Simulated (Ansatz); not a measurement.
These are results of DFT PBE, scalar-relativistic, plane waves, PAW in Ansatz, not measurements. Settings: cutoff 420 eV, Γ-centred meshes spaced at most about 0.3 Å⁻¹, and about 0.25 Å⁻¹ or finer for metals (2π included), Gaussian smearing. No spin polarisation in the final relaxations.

These are static total energies at zero pressure.

Two forms of In3GaAs4 were relaxed alike.

A. Space group P3m1 (No. 156), trigonal, a = 4.288 Å, c = 14.136 Å. In on its first site is surrounded by 4 As at 2.65–2.68 Å; In on its second site has 4 As at 2.65–2.68 Å; In on its third site has 4 As at 2.65–2.69 Å; Ga is surrounded by 4 As at 2.50–2.59 Å; As on its first site is surrounded by 4 In at 2.65–2.68 Å; 3 more sites not described.

B. Space group P-4m2 (No. 115), tetragonal, a = 4.290 Å, c = 12.202 Å. In on a site of symmetry 2mm has 4 As at 2.66–2.67 Å; In on a site of symmetry -4m2 has 4 As at 2.66 Å; Ga is surrounded by 4 As at 2.54 Å; As on its first site is surrounded by 2 Ga at 2.54 Å and 2 In at 2.67 Å; As on its second site is surrounded by 4 In at 2.66 Å.

Question: Which would you expect to be lower, and how large is the difference?

Answer: B is lower, by 16 meV/atom. A has In and Ga ordered on wurtzite sites, space group P3m1 (No. 156), 28.1 Å³/atom and no gap on its mesh; B has In and Ga ordered on zinc blende sites, space group P-4m2 (No. 115), 28.1 Å³/atom and no gap. Both come from invented guesses.

The zero gap of P3m1, P-4m2 may come from the functional, which often closes small gaps. Cells relaxed within their symmetry can be saddle points.

The preference for the zinc blende arrangement fits the known behaviour of InAs and GaAs, whose bonds are too covalent for the electrostatic gain of wurtzite stacking to outweigh the cost of its eclipsed bonds. Stacking is probably not the whole of the 16 meV/atom, though. Ga sits in a lattice sized mainly for In–As bonds. In B it keeps four equal bonds of 2.54 Å, so much of the misfit can go into bond angles, whereas in A the Ga–As bonds spread over 2.50–2.59 Å, the longest clearly stretched. This suggests an added strain cost from the way Ga is ordered in A, so the difference is not a pure wurtzite–zinc blende energy. The equal volumes give no sign that packing density decides the order.

Both parent arsenides are direct-gap semiconductors, and so are their alloys; the missing gap probably reflects a cation-s-like conduction edge placed too low against the As p valence states. Whether B would hold against separation into InAs and GaAs, or against a disordered alloy, remains open.
